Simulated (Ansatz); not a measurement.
# As (Pm-3m) in Ansatz: a series of runs, part 2 of 2

Ansatz 0.2.0. Earlier steps stand in the parts before.

## (3) Band structure, PBEsol (strain_z_fixed_volume = 0)

Input file input.yaml:

```yaml
crystal:
  lattice:
    - [2.7036817444, 0.0, 0.0]
    - [0.0, 2.7036817444, 0.0]
    - [0.0, 0.0, 2.7036817444]
  atoms:
    - { symbol: As, position: [0.5, 0.5, 0.5] }
kpoints:
  mp_grid: { grid: [10, 10, 10] }
  band_path:
    path:
      - [0.0, 0.0, 0.0]
      - [0.0, 0.5, 0.0]
      - [0.5, 0.5, 0.0]
      - [0.0, 0.0, 0.0]
      - [0.5, 0.5, 0.5]
      - [0.0, 0.5, 0.0]
    npoints: 12
scf:
  occupations: { method: fermi_dirac, width: 0.05 }
hamiltonian:
  xc: pbesol
  pseudopotentials: { kind: all_electron, lapw: { basis_error: 0.001 } }
output:
  forces: true
  stress: true
  eigenvalues: true
```

Potentials or basis: all-electron LAPW, scalar-relativistic.

The run is started by

```sh
ansatz run input.yaml --threads 1 --pin off --max-ram 3072MiB --backend cpu --events-out ev --progress --plain --runs-dir out
```

The log of the run:

```text
Warning: RAYON_NUM_THREADS=1 ignored (pool sized by the plan → 1); use --threads N
LAPW: plane waves up to 7.884 Å⁻¹, error target 1.0e-3 eV per atom; small_component_spin mean_spin; As in spheres of 1.352 Å, 23 of its electrons in bands, Dirac shells [] (how accurate: hamiltonian.pseudopotentials.lapw.basis_error, Limitations)
Engine: ansatz 0.2.0, x86_64-unknown-linux-gnu
Pseudopotentials: kind: all_electron
Pseudopotential: As, LAPW, valence charge 23, lapw/all_electron/scalar/gaussian/As, Koelling and Harmon's equation, gaussian nucleus
Functional definition: PBEsol
  exchange = pbesol_x
  correlation = pbesol_c
Crystal: 1 atoms, lattice volume = 19.764 Å³
Basis set: ecut = 236.79765600131364 eV, 171 PW (Γ), exchange–correlation at level 2
Bands: 16, of which v1, the nominal top of the filled ones, is band 12 counted from 1 (11 counted from 0)
Symmetry: 48 space group operations
Space group: Pm-3m (ITA 221), of the structure as read, at distance tolerance 2.7e-5 Å
k-points: 56 of 1000
Non-local potential: As, projectors of the file, none
Initial density: superposition of atomic densities (chi_scale 0.1, normalization cell)
Initial wavefunctions: plane waves of lowest kinetic energy (no species holds an atomic orbital)
Functional: x = pbesol(κ = 0.804, μ = 0.12345679012345678), c = pbesol(β = 0.046)
iter 1 solved again at ethr=1.03e-4 eV; its pass at ethr=1.00e-1 eV (dr2=2.37e-2 eV) is discarded
SCF iter   1: F=—  HF=-61480.767662 eV  |F-HF|=—  |Δ(HF+E_count)|=         —  Δρ=1.31e-2  dr2=2.37e-2  ethr=1.03e-4  ⟨swp⟩=3.0  Hψ=5974  notcnv=0
preconditioner: auto → none  [metal: Δε(μ)=0.040 eV  Ē_g=15.047 eV  σ=0.050 eV  W_gap=0.19  n_scr=6 (ndim 8)  ℏωp=18.7 eV  f_vac=0.008  D(μ)=0.32/eV (n_scr^D=0)  sad-step TF]
SCF iter   2: F=—  HF=-61480.765295 eV  |F-HF|=—  |Δ(HF+E_count)|=   2.37e-3  Δρ=9.03e-3  dr2=1.37e-2  ethr=1.03e-4  ⟨swp⟩=2.0  Hψ=2496  notcnv=0
iter 3 solved again at ethr=1.33e-6 eV; its pass at ethr=5.97e-5 eV (dr2=3.07e-4 eV) is discarded
SCF iter   3: F=—  HF=-61480.766300 eV  |F-HF|=—  |Δ(HF+E_count)|=   1.00e-3  Δρ=1.46e-3  dr2=3.07e-4  ethr=1.33e-6  ⟨swp⟩=2.0  Hψ=4264  notcnv=0
SCF iter   4: F=—  HF=-61480.765056 eV  |F-HF|=—  |Δ(HF+E_count)|=   1.24e-3  Δρ=2.50e-4  dr2=1.36e-5  ethr=1.33e-6  ⟨swp⟩=2.0  Hψ=2496  notcnv=0
SCF iter   5: F=—  HF=-61480.765055 eV  |F-HF|=—  |Δ(HF+E_count)|=   1.16e-6  Δρ=5.59e-5  dr2=4.23e-7  ethr=5.91e-8  ⟨swp⟩=2.5  Hψ=2524  notcnv=0
SCF iter   6: F=-61480.765056 eV  HF=-61480.765056 eV  |F-HF|=6.07e-9  |Δ(HF+E_count)|=   8.33e-7  Δρ=5.01e-6  dr2=3.28e-9  ethr=1.84e-9  ⟨swp⟩=3.0  Hψ=2602  notcnv=0
SCF 1 converged in 6 iterations: F = -61480.765056 eV  dr2 = 3.28e-9
NSCF: frozen V_eff on 61 k-points
SCF converged after 6 iterations
Free energy (F): -61480.765056 eV
Harris-Foulkes:  -61480.765056 eV  (|F-HF|=6.07e-9)
Internal energy: -61480.762519 eV  (E = F + TS)
E sigma→0 (E₀):  -61480.763787 eV
Entropy (-TS):   -0.002537 eV (-2.537 meV/atom)
Fermi energy:    12.221551 eV
--- Per-component energies (eV) ---
  E_band       = -1250.381705
  E_kinetic    = 62845.776672
  E_xc         = -2238.072302
  E_electrostatic = -122088.466888  (all electrons and nuclei)
  E_smearing   = -0.002537  (= −TS)
  E_closure    = 0.000000  (closes the sum)
  E_atoms      = -61475.724645  (free atoms, spherical and without spin; not in F)
  Σ components = -61480.765056   (vs F -61480.765056, Δ=0.00e0)
  Basis errors (estimates in eV, not in F): energy 3.3e-4 per atom: plane waves 3.1e-4 (1.8e-4 summed), levels above the bands 2.3e-84, relativity 9.0e-9, radial functions 1.2e-5, core shells 1.7e-13; eigenvalues (radial functions only) 3.5e-5; not estimated: angular momenta, meshes, grids; target (lapw.basis_error) 1.0e-3; muffin-tin radii As 1.352 Å
--- Forces (eV/Å), atoms counted from 1 ---
  atom   1  As    -0.00000000     0.00000000     0.00000000
  max |Σ_I F_I| component: 8.55e-31 eV/Å
--- Stress (GPa, compression-positive) ---
       -1.548791       0.000000       0.000000
        0.000000      -1.548791       0.000000
        0.000000       0.000000      -1.548791
  P = ⅓ Tr σ = -1.5488 GPa (-15.488 kbar)
--- Band table (eV; the first three rows and the last of 56) ---
  k-point 0: bands = ["-172.8574", "-116.4177", "-116.4177", "-116.4177", "-23.7323", "-23.7323", "-23.6287", "-23.6287", "-23.6287", "-2.7108", "16.4225", "16.4225", "16.4225", "20.8761", "20.8761", "22.6803"]
  k-point 1: bands = ["-172.8574", "-116.4178", "-116.4177", "-116.4177", "-23.7319", "-23.7235", "-23.6313", "-23.6313", "-23.6285", "-2.5265", "14.3734", "16.5846", "16.5846", "21.0453", "22.0329", "24.0827"]
  k-point 2: bands = ["-172.8574", "-116.4182", "-116.4176", "-116.4176", "-23.7308", "-23.7006", "-23.6379", "-23.6379", "-23.6280", "-1.9837", "11.2994", "17.0475", "17.0475", "21.5417", "22.7909", "27.7847"]
  k-point 55: bands = ["-172.8572", "-116.4191", "-116.4191", "-116.4191", "-23.6849", "-23.6849", "-23.6849", "-23.5861", "-23.5861", "7.3360", "10.4665", "10.4665", "10.4665", "18.2066", "18.2066", "18.2066"]
```

Run time: 4.9 s. Hardware: 1 thread of AMD EPYC 7R13 (Zen 3), shared host; peak memory 0.27 GiB.

Results:

```yaml
Free_energy: -61480.7651 eV
Pressure: -1.5 GPa
Band_gap_along_the_path: none (metal or under the smearing width)
```

Levels at the corners of the path, in eV from the Fermi level:
| point | band 9 | band 10 | band 11 | band 12 | band 13 | band 14 |
| --- | --- | --- | --- | --- | --- | --- |
| Γ | -35.85 | -14.93 | 4.20 | 4.20 | 4.20 | 8.65 |
| X | -35.85 | -11.78 | -6.90 | 6.50 | 6.50 | 11.47 |
| M | -35.81 | -8.50 | -4.21 | -4.21 | 2.48 | 8.66 |
| Γ | -35.85 | -14.93 | 4.20 | 4.20 | 4.20 | 8.65 |
| R | -35.81 | -4.89 | -1.76 | -1.76 | -1.76 | 5.99 |
| X | -35.85 | -11.78 | -6.90 | 6.50 | 6.50 | 11.47 |

## (4) Band structure, PBEsol, 19.76 Å³/atom (strain_z_fixed_volume = -0.04)

input.yaml, as its differences from that of step 3:

```diff
@@ -2,5 +2,5 @@
   lattice:
-    - [2.7036817444, 0.0, 0.0]
-    - [0.0, 2.7036817444, 0.0]
-    - [0.0, 0.0, 2.7036817444]
+    - [2.7594336253, 0.0, 0.0]
+    - [0.0, 2.7594336253, 0.0]
+    - [0.0, 0.0, 2.5955344746]
   atoms:
@@ -15,4 +15,6 @@
       - [0.0, 0.0, 0.0]
+      - [0.0, 0.0, 0.5]
+      - [0.0, 0.5, 0.5]
       - [0.5, 0.5, 0.5]
-      - [0.0, 0.5, 0.0]
+      - [0.0, 0.0, 0.5]
     npoints: 12
```

Potentials or basis: all-electron LAPW, scalar-relativistic.

The run is started by

```sh
ansatz run input.yaml --threads 1 --pin off --max-ram 3072MiB --backend cpu --events-out ev --progress --plain --runs-dir out
```

The log of the run:

```text
Warning: RAYON_NUM_THREADS=1 ignored (pool sized by the plan → 1); use --threads N
LAPW: plane waves up to 8.336 Å⁻¹, error target 1.0e-3 eV per atom; small_component_spin mean_spin; As in spheres of 1.298 Å, 23 of its electrons in bands, Dirac shells [] (how accurate: hamiltonian.pseudopotentials.lapw.basis_error, Limitations)
[... 6 set-up lines as earlier in the session ...]
Crystal: 1 atoms, lattice volume = 19.764 Å³
Basis set: ecut = 264.7773867324795 eV, 187 PW (Γ), exchange–correlation at level 2
Bands: 16, of which v1, the nominal top of the filled ones, is band 12 counted from 1 (11 counted from 0)
Symmetry: 16 space group operations
Space group: P4/mmm (ITA 123), of the structure as read, at distance tolerance 2.7e-5 Å
k-points: 126 of 1000
[... 4 set-up lines as earlier in the session ...]
iter 1 solved again at ethr=1.02e-4 eV; its pass at ethr=1.00e-1 eV (dr2=2.35e-2 eV) is discarded
SCF iter   1: F=—  HF=-61480.740052 eV  |F-HF|=—  |Δ(HF+E_count)|=         —  Δρ=1.36e-2  dr2=2.37e-2  ethr=1.02e-4  ⟨swp⟩=3.0  Hψ=13408  notcnv=0
preconditioner: auto → none  [metal: Δε(μ)=0.063 eV  Ē_g=15.070 eV  σ=0.050 eV  W_gap=0.29  n_scr=6 (ndim 8)  ℏωp=18.7 eV  f_vac=0.008  D(μ)=0.40/eV (n_scr^D=0)  sad-step TF]
SCF iter   2: F=—  HF=-61480.737481 eV  |F-HF|=—  |Δ(HF+E_count)|=   2.57e-3  Δρ=9.18e-3  dr2=1.31e-2  ethr=1.02e-4  ⟨swp⟩=2.0  Hψ=5615  notcnv=0
iter 3 solved again at ethr=1.38e-6 eV; its pass at ethr=5.71e-5 eV (dr2=3.18e-4 eV) is discarded
SCF iter   3: F=—  HF=-61480.738423 eV  |F-HF|=—  |Δ(HF+E_count)|=   9.43e-4  Δρ=1.56e-3  dr2=3.18e-4  ethr=1.38e-6  ⟨swp⟩=2.0  Hψ=9590  notcnv=0
SCF iter   4: F=—  HF=-61480.737274 eV  |F-HF|=—  |Δ(HF+E_count)|=   1.15e-3  Δρ=2.55e-4  dr2=1.30e-5  ethr=1.38e-6  ⟨swp⟩=2.0  Hψ=5614  notcnv=0
SCF iter   5: F=—  HF=-61480.737275 eV  |F-HF|=—  |Δ(HF+E_count)|=   7.13e-7  Δρ=5.91e-5  dr2=4.58e-7  ethr=5.64e-8  ⟨swp⟩=2.7  Hψ=5699  notcnv=0
SCF iter   6: F=-61480.737276 eV  HF=-61480.737276 eV  |F-HF|=4.02e-9  |Δ(HF+E_count)|=   8.24e-7  Δρ=5.79e-6  dr2=5.19e-9  ethr=1.99e-9  ⟨swp⟩=3.0  Hψ=5851  notcnv=0
SCF 1 converged in 6 iterations: F = -61480.737276 eV  dr2 = 5.19e-9
NSCF: frozen V_eff on 85 k-points
SCF converged after 6 iterations
Free energy (F): -61480.737276 eV
Harris-Foulkes:  -61480.737276 eV  (|F-HF|=4.02e-9)
Internal energy: -61480.734185 eV  (E = F + TS)
E sigma→0 (E₀):  -61480.735731 eV
Entropy (-TS):   -0.003090 eV (-3.090 meV/atom)
Fermi energy:    12.231442 eV
--- Per-component energies (eV) ---
  E_band       = -1250.650148
  E_kinetic    = 62846.032203
  E_xc         = -2238.106763
  E_electrostatic = -122088.659625  (all electrons and nuclei)
  E_smearing   = -0.003090  (= −TS)
  E_closure    = 0.000000  (closes the sum)
  E_atoms      = -61475.724645  (free atoms, spherical and without spin; not in F)
  Σ components = -61480.737276   (vs F -61480.737276, Δ=0.00e0)
  Basis errors (estimates in eV, not in F): energy 3.5e-4 per atom: plane waves 3.4e-4 (1.9e-4 summed), levels above the bands 1.6e-84, relativity 1.6e-9, radial functions 1.1e-5, core shells 2.5e-13; eigenvalues (radial functions only) 2.0e-5; not estimated: angular momenta, meshes, grids; target (lapw.basis_error) 1.0e-3; muffin-tin radii As 1.298 Å
--- Forces (eV/Å), atoms counted from 1 ---
  atom   1  As     0.00000000     0.00000000     0.00000000
  max |Σ_I F_I| component: 2.47e-31 eV/Å
--- Stress (GPa, compression-positive) ---
       -4.344133       0.000000       0.000000
        0.000000      -4.344133       0.000000
        0.000000       0.000000       6.329470
  P = ⅓ Tr σ = -0.7863 GPa (-7.863 kbar)
--- Band table (eV; the first three rows and the last of 126) ---
  k-point 0: bands = ["-172.8671", "-116.4313", "-116.4254", "-116.4254", "-23.7690", "-23.7235", "-23.6390", "-23.6374", "-23.6374", "-2.7465", "15.7083", "15.7083", "17.8920", "20.3806", "20.7216", "23.4009"]
  k-point 1: bands = ["-172.8671", "-116.4316", "-116.4254", "-116.4254", "-23.7559", "-23.7229", "-23.6413", "-23.6413", "-23.6387", "-2.5381", "15.5211", "15.8985", "15.8985", "20.5726", "21.2964", "25.7185"]
  k-point 2: bands = ["-172.8671", "-116.4324", "-116.4254", "-116.4254", "-23.7218", "-23.7213", "-23.6517", "-23.6517", "-23.6378", "-1.9192", "12.1048", "16.4462", "16.4462", "21.1399", "21.9910", "29.7238"]
  k-point 125: bands = ["-172.8668", "-116.4342", "-116.4263", "-116.4263", "-23.7040", "-23.7040", "-23.6819", "-23.6014", "-23.5873", "7.3669", "9.7214", "10.8488", "10.8488", "18.0111", "18.0111", "18.6598"]
```

bands.tsv:

```text
# k_distance	band_0	band_1	band_2	band_3	band_4	band_5	band_6	band_7	band_8	band_9	band_10	band_11	band_12	band_13	band_14	band_15
# fermi_ev = 12.231442
# lock_threshold_ev = 1e-6
# [0, 0, 0] at k_distance = 0.000000
[... 14 lines left out ...]
0.379497	-185.098563	-128.662750	-128.657160	-128.656866	-35.996318	-35.939421	-35.875891	-35.873918	-35.868400	-14.504556	-0.368254	3.881890	6.063006	8.788717	11.259317	13.392410
0.474372	-185.098556	-128.662743	-128.657294	-128.656858	-35.994892	-35.931425	-35.878518	-35.876391	-35.868214	-14.245328	-1.564357	4.095957	6.275457	9.039793	11.594101	14.916691
[... 77 lines left out ...]
8.850320	-185.098384	-128.665799	-128.656712	-128.656711	-35.946689	-35.910861	-35.910823	-35.867625	-35.862960	-11.076394	-6.975531	5.900417	6.064146	12.060097	12.235124	13.445890
8.984492	-185.098386	-128.665801	-128.656694	-128.656694	-35.948612	-35.910400	-35.910400	-35.866917	-35.863775	-11.136928	-7.031714	6.302285	6.302285	11.539371	13.358169	14.297530
```

Wall time 7.8 s (1 thread of AMD EPYC 7R13 (Zen 3), shared host); peak memory 0.32 GiB.

Results:

* Free energy: -61480.7373 eV
* Pressure: -0.8 GPa
* Band gap along the path: none (metal or under the smearing width)

## (5) Band structure, PBEsol, 19.76 Å³/atom (strain_z_fixed_volume = -0.02)

input.yaml, as its differences from that of step 4:

```diff
@@ -2,5 +2,5 @@
   lattice:
-    - [2.7594336253, 0.0, 0.0]
-    - [0.0, 2.7594336253, 0.0]
-    - [0.0, 0.0, 2.5955344746]
+    - [2.7311309938, 0.0, 0.0]
+    - [0.0, 2.7311309938, 0.0]
+    - [0.0, 0.0, 2.6496081095]
   atoms:
```

The run is started by

```sh
ansatz run input.yaml --threads 1 --pin off --max-ram 3072MiB --backend cpu --events-out ev --progress --plain --runs-dir out
```

It took 8.7 s on 1 thread of AMD EPYC 7R13 (Zen 3), shared host; peak memory 0.31 GiB.

The run converged. Its results:

```yaml
Free_energy: -61480.7588 eV
Pressure: -1.4 GPa
Band_gap_along_the_path: none (metal or under the smearing width)
```
